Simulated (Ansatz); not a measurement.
# W(100) with 4 layers of random W-Cu, 2x2: scattering by chemical disorder, part 2 of 2

How strongly does chemical disorder scatter in W(100) with 4 layers of random W-Cu, 2x2?

Ansatz 0.2.0; Ansatz plane-wave DFT, PBE, PAW files; ballistic transport by layer matching (Landauer), zero bias; PAW set soft_1.

So far. Step 3 (With 8 alloy layers): Over the solved energies the transmission per spin lies between 1.18 and 1.28, out of 5.35 channels of the lead on average (up to 5.78). The log calls the step of a lead's potential too much.

## 4. With 12 alloy layers

In 12 layers a share of 0.5 of the sites is given to Cu at random. A fresh draw is used; the growth of the resistance with length is what counts.

System of this step: W(100) with 12 layers of random W-Cu, 2x2. The cell holds 88 atoms: 64 W and 24 Cu. Its edges and angles: a = 6.330 Å, b = 6.330 Å, c = 34.813 Å, α = 90.0°, β = 90.0°, γ = 90.0°. It derives from W. Regions: lead, 40 atoms (40 W); scattering region, 48 atoms (24 Cu and 24 W). The structure is stacked along c, and the current runs across the ab planes.

The input, input.yaml:

```yaml
crystal:
  lattice:
    - [6.3296, 0.0, 0.0]
    - [0.0, 6.3296, 0.0]
    - [0.0, 0.0, 34.8128]
  atoms:
    - { symbol: W, position: [0.0, 0.0, 0.0227272727] }
    - { symbol: W, position: [0.0, 0.5, 0.0227272727] }
    - { symbol: W, position: [0.5, 0.0, 0.0227272727] }
    - { symbol: W, position: [0.5, 0.5, 0.0227272727] }
    - { symbol: W, position: [0.25, 0.25, 0.0681818182] }
    - { symbol: W, position: [0.25, 0.75, 0.0681818182] }
    - { symbol: W, position: [0.75, 0.25, 0.0681818182] }
    - { symbol: W, position: [0.75, 0.75, 0.0681818182] }
    - { symbol: W, position: [0.0, 0.0, 0.1136363636] }
    - { symbol: W, position: [0.0, 0.5, 0.1136363636] }
    - { symbol: W, position: [0.5, 0.0, 0.1136363636] }
    - { symbol: W, position: [0.5, 0.5, 0.1136363636] }
    - { symbol: W, position: [0.25, 0.25, 0.1590909091] }
    - { symbol: W, position: [0.25, 0.75, 0.1590909091] }
    - { symbol: W, position: [0.75, 0.25, 0.1590909091] }
    - { symbol: W, position: [0.75, 0.75, 0.1590909091] }
    - { symbol: W, position: [0.0, 0.0, 0.2045454545] }
    - { symbol: W, position: [0.0, 0.5, 0.2045454545] }
    - { symbol: W, position: [0.5, 0.0, 0.2045454545] }
    - { symbol: W, position: [0.5, 0.5, 0.2045454545] }
    - { symbol: Cu, position: [0.25, 0.25, 0.25] }
    - { symbol: W, position: [0.25, 0.75, 0.25] }
    - { symbol: Cu, position: [0.75, 0.25, 0.25] }
    - { symbol: Cu, position: [0.75, 0.75, 0.25] }
    - { symbol: Cu, position: [0.0, 0.0, 0.2954545455] }
    - { symbol: W, position: [0.0, 0.5, 0.2954545455] }
    - { symbol: Cu, position: [0.5, 0.0, 0.2954545455] }
    - { symbol: W, position: [0.5, 0.5, 0.2954545455] }
    - { symbol: W, position: [0.25, 0.25, 0.3409090909] }
    - { symbol: W, position: [0.25, 0.75, 0.3409090909] }
    - { symbol: W, position: [0.75, 0.25, 0.3409090909] }
    - { symbol: W, position: [0.75, 0.75, 0.3409090909] }
    - { symbol: Cu, position: [0.0, 0.0, 0.3863636364] }
    - { symbol: Cu, position: [0.0, 0.5, 0.3863636364] }
    - { symbol: W, position: [0.5, 0.0, 0.3863636364] }
    - { symbol: W, position: [0.5, 0.5, 0.3863636364] }
    - { symbol: Cu, position: [0.25, 0.25, 0.4318181818] }
    - { symbol: Cu, position: [0.25, 0.75, 0.4318181818] }
    - { symbol: W, position: [0.75, 0.25, 0.4318181818] }
    - { symbol: W, position: [0.75, 0.75, 0.4318181818] }
    - { symbol: Cu, position: [0.0, 0.0, 0.4772727273] }
    - { symbol: Cu, position: [0.0, 0.5, 0.4772727273] }
    - { symbol: Cu, position: [0.5, 0.0, 0.4772727273] }
    - { symbol: Cu, position: [0.5, 0.5, 0.4772727273] }
    - { symbol: W, position: [0.25, 0.25, 0.5227272727] }
    - { symbol: Cu, position: [0.25, 0.75, 0.5227272727] }
    - { symbol: W, position: [0.75, 0.25, 0.5227272727] }
    - { symbol: Cu, position: [0.75, 0.75, 0.5227272727] }
    - { symbol: Cu, position: [0.0, 0.0, 0.5681818182] }
    - { symbol: Cu, position: [0.0, 0.5, 0.5681818182] }
    - { symbol: Cu, position: [0.5, 0.0, 0.5681818182] }
    - { symbol: W, position: [0.5, 0.5, 0.5681818182] }
    - { symbol: W, position: [0.25, 0.25, 0.6136363636] }
    - { symbol: W, position: [0.25, 0.75, 0.6136363636] }
    - { symbol: W, position: [0.75, 0.25, 0.6136363636] }
    - { symbol: Cu, position: [0.75, 0.75, 0.6136363636] }
    - { symbol: W, position: [0.0, 0.0, 0.6590909091] }
    - { symbol: W, position: [0.0, 0.5, 0.6590909091] }
    - { symbol: W, position: [0.5, 0.0, 0.6590909091] }
    - { symbol: W, position: [0.5, 0.5, 0.6590909091] }
    - { symbol: W, position: [0.25, 0.25, 0.7045454545] }
    - { symbol: Cu, position: [0.25, 0.75, 0.7045454545] }
    - { symbol: Cu, position: [0.75, 0.25, 0.7045454545] }
    - { symbol: Cu, position: [0.75, 0.75, 0.7045454545] }
    - { symbol: W, position: [0.0, 0.0, 0.75] }
    - { symbol: W, position: [0.0, 0.5, 0.75] }
    - { symbol: Cu, position: [0.5, 0.0, 0.75] }
    - { symbol: Cu, position: [0.5, 0.5, 0.75] }
    - { symbol: W, position: [0.25, 0.25, 0.7954545455] }
    - { symbol: W, position: [0.25, 0.75, 0.7954545455] }
    - { symbol: W, position: [0.75, 0.25, 0.7954545455] }
    - { symbol: W, position: [0.75, 0.75, 0.7954545455] }
    - { symbol: W, position: [0.0, 0.0, 0.8409090909] }
    - { symbol: W, position: [0.0, 0.5, 0.8409090909] }
    - { symbol: W, position: [0.5, 0.0, 0.8409090909] }
    - { symbol: W, position: [0.5, 0.5, 0.8409090909] }
    - { symbol: W, position: [0.25, 0.25, 0.8863636364] }
    - { symbol: W, position: [0.25, 0.75, 0.8863636364] }
    - { symbol: W, position: [0.75, 0.25, 0.8863636364] }
    - { symbol: W, position: [0.75, 0.75, 0.8863636364] }
    - { symbol: W, position: [0.0, 0.0, 0.9318181818] }
    - { symbol: W, position: [0.0, 0.5, 0.9318181818] }
    - { symbol: W, position: [0.5, 0.0, 0.9318181818] }
    - { symbol: W, position: [0.5, 0.5, 0.9318181818] }
    - { symbol: W, position: [0.25, 0.25, 0.9772727273] }
    - { symbol: W, position: [0.25, 0.75, 0.9772727273] }
    - { symbol: W, position: [0.75, 0.25, 0.9772727273] }
    - { symbol: W, position: [0.75, 0.75, 0.9772727273] }
kpoints:
  mp_grid: { grid: [4, 4, 1] }
hamiltonian:
  xc: pbe
  pseudopotentials: { kind: paw, azcp: { folder: soft_1 } }
scf:
  occupations: { method: fermi_dirac, width: 0.1 }
output:
  transmission: { leads: [[0, 4]], kmesh: [8, 8], e_range: [-0.05, 0.05], de: 0.05 }
  write_potential: true
  write_density: true
  volumetric_format: npy
```

Run with:

```bash
$ ansatz run input.yaml --threads 4 --pin off --max-ram 15360MiB --backend cpu --events-out ev --progress --plain --runs-dir out
```

Numbers of over 12 decimals in the logs are rounded to 6 here.

Log:

```text
[...]
Crystal: 88 atoms, lattice volume = 1394.734 Å³
Basis set: ecut = 420 eV, 27305 PW (Γ)
Bands: 812, of which v1, the nominal top of the filled ones, is band 676 counted from 1 (675 counted from 0)
Symmetry: 1 space group operations
[...]
k-points: 10 of 16 (time reversal used)
[...]
SCF iter   1: F=—  HF=-823707.029970 eV  |F-HF|=—  |Δ(HF+E_count)|=         —  Δρ=7.73e-2  dr2=1.25e3  ethr=3.10e-3  ⟨swp⟩=4.9  Hψ=23275  notcnv=0  defer=5
[...]
SCF iter  15: F=-823679.919367 eV  HF=-823679.919367 eV  |F-HF|=9.35e-8  |Δ(HF+E_count)|=   2.17e-8  Δρ=1.22e-6  dr2=9.41e-8  ethr=7.40e-12  ⟨swp⟩=6.9  Hψ=20668  notcnv=0
SCF 1 converged in 15 iterations: F = -823679.919367 eV  dr2 = 9.41e-8
[...]
transmission: 182 of 1802 steps passed
transmission: 362 of 1802 steps passed
[...]
transmission: 1802 of 1802 steps passed
SCF converged after 15 iterations
Free energy (F): -823679.919367 eV
[...]
Internal energy: -823677.994165 eV  (E = F + TS)
E sigma→0 (E₀):  -823678.956766 eV
Entropy (-TS):   -1.925202 eV (-21.877 meV/atom)
Fermi energy:    19.289497 eV
[...]
--- Band table (eV; the first three rows and the last of 10) ---
  k-point 0: bands = [... 672 lower, 19.3105, 19.3272, 19.3573, 19.3685, 19.3889, 19.4102, 19.4363, 19.4646, ... 132 higher]
  k-point 1: bands = [... 672 lower, 19.1545, 19.1835, 19.1951, 19.2479, 19.2609, 19.2983, 19.3451, 19.3748, ... 132 higher]
  k-point 2: bands = [... 672 lower, 19.0933, 19.1642, 19.2166, 19.2972, 19.3328, 19.4277, 19.4867, 19.5280, ... 132 higher]
  k-point 9: bands = [... 672 lower, 19.0555, 19.0802, 19.1241, 19.1338, 19.1864, 19.2441, 19.2900, 19.3427, ... 132 higher]
--- Transmission ---
  basis      : 349 plane waves across, 53 finite elements along
  points     : 34, standing for a mesh of 8 x 8
[...]
channels       : 5.281250e0 a spin
[...]
slowest decay  : 0.0371 /Å at (0.5000, 0.5000)
  junction   : crystal 0 to crystal 0, 0.70 to 33.93 Å
    transmission   : 7.424649e-1 a spin
[...]
```

The job ended after 39 min (4 threads of Arm Neoverse V1, shared host; peak memory 9.1 GiB).

This step gave:

```
free energy                                   : -823679.9194 eV
energy at zero smearing                       : -823678.9568 eV
Fermi energy                                  : 19.29 eV
transmission per spin nearest the Fermi level : 0.7425
step of the lead's potential                  : 25.7 meV
```

Per spin. The transmission, zone mean by energy, zero at the Fermi level:

```csv
energy (eV),"transmission, zone mean"
-0.0500,0.779
0.0000,0.742
0.0500,0.828
```

Over the solved energies the transmission per spin lies between 0.742 and 0.828, out of 5.32 channels of the lead on average (up to 5.78). The log calls the step of a lead's potential too much.

## 5. The fit

This step: Ansatz plane-wave DFT, PBE, PAW files; ballistic transport by layer matching (Landauer), zero bias; residual resistivity from the slope of the area resistance, atoms on the host's lattice; PAW set soft_1 (Ansatz 0.2.0).

Numbers from this step:

* resistivity: 254.1 µΩ cm
* intercept: 0.5373 fΩ m²
* scatter about the fit: 0.3769 fΩ m²

Resistance, by row:

```csv
run,length (Å),T,channels N,RA (fΩ m²)
n4,6.33,1.528,5.323,2.412
n8,12.66,1.235,5.354,3.221
n12,18.99,0.7834,5.323,5.629
```

Table of area resistance by length of the alloy:

```csv
length of the alloy (Å),area resistance (fΩ m²)
6.33,2.41
12.66,3.22
18.99,5.63
```

The area resistance goes from 2.4 to 5.6 fΩ m² between 6.3 and 19.0 Å, a slope of 254 µΩ cm.

By hand from the end points: (5.629 − 2.412) fΩ m² / (18.99 − 6.33) Å = 254 µΩ cm, since 1 fΩ m² per Å is 1000 µΩ cm.

## 6. What came out

```json
{
  "resistivity from the slope": "254 µΩ cm",
  "area resistance over 6.33 Å": "2.41 fΩ m²",
  "area resistance over 12.7 Å": "3.22 fΩ m²",
  "area resistance over 19.0 Å": "5.63 fΩ m²"
}
```

The slope gives 254 µΩ cm. The points scatter by 0.38 fΩ m² about the line, with one random draw a length in a 2x2 cell, so the slope is a rough value. Read with a model of isotropic scattering on a spherical Fermi surface and the lead's 1.0×10¹⁵ S/m², this slope means a mean free path near 2.9 Å (a rough figure, since the alloy's own channel count differs); over these lengths the model's slope is within 3 % of its bulk resistivity, though a free path of a few ångströms strains the picture. The atoms sit on the host's lattice, so scattering by size misfit is left out. With 50 % of Cu, whose own structure is another, this is a hypothetical phase. Spin-orbit coupling is left out, which matters for W. A lead's potential steps by up to 53 meV from period to period, which the log calls too much, so longer leads could move the result.

[Logs are printed without paths, hosts, clocks, repeated set-up lines and the standing remarks that a program may print on its own settings, such as how far it seeks lower states.]

[Hosts, paths, dates, database ids (printed as entryN), source tags and the programs' standing remarks are cut or masked in the printed files.]
